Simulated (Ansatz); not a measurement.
SnO2: how much do the potentials matter?

SnO2 in the rutile structure, in a typed cell, not relaxed.

```
Sn O
1.0
     4.83000    0.00000    0.00000
     0.00000    4.83000    0.00000
     0.00000    0.00000    3.24000
Sn O
2 4
Direct
  0.00000 0.00000 0.00000
  0.50000 0.50000 0.50000
  0.30700 0.30700 0.00000
  0.69300 0.69300 0.00000
  0.80700 0.19300 0.50000
  0.19300 0.80700 0.50000
```

Settings of the Ansatz calculation: PBE; k mesh 4×4×6; fixed occupations; no spin. Harmonic phonons by linear response, frequencies in cm⁻¹, imaginary ones marked i; at Γ the three translations are left out and no LO–TO term is added.

Caveats: coarse k mesh; the program warns that the mesh is coarse for the field response.

The reference is the run on all-electron PAW datasets (no frozen core) at 540 eV and 12.60 Å³ an atom: top Γ mode (cm⁻¹) 704; lowest Γ mode (cm⁻¹) 109; mean ε∞ 4.79; mean Born charge of Sn (e) 4.30.

Q: The same calculation was made on Ansatz generated PAW, Ansatz hand-made PAW, JTH PAW, PseudoDojo norm-conserving, Ansatz norm-conserving. How far do the results move?

A: 
```json
{"potentials": "Ansatz generated PAW", "cutoff (eV)": "420", "top Γ mode (cm⁻¹)": "704", "lowest Γ mode (cm⁻¹)": "109", "mean ε∞": "4.80", "mean Born charge of Sn (e)": "4.30"}
{"potentials": "Ansatz hand-made PAW", "cutoff (eV)": "930", "top Γ mode (cm⁻¹)": "704", "lowest Γ mode (cm⁻¹)": "109", "mean ε∞": "4.79", "mean Born charge of Sn (e)": "4.30"}
{"potentials": "JTH PAW", "cutoff (eV)": "6600", "top Γ mode (cm⁻¹)": "699", "lowest Γ mode (cm⁻¹)": "114", "mean ε∞": "4.71", "mean Born charge of Sn (e)": "4.25"}
{"potentials": "PseudoDojo norm-conserving", "cutoff (eV)": "1143", "top Γ mode (cm⁻¹)": "705", "lowest Γ mode (cm⁻¹)": "110", "mean ε∞": "4.80", "mean Born charge of Sn (e)": "4.32"}
{"potentials": "Ansatz norm-conserving", "cutoff (eV)": "1240", "top Γ mode (cm⁻¹)": "706", "lowest Γ mode (cm⁻¹)": "109", "mean ε∞": "4.76", "mean Born charge of Sn (e)": "4.29"}
```

The largest move among the frequencies in the table is 5.3 cm⁻¹, in the top Γ mode on JTH PAW.
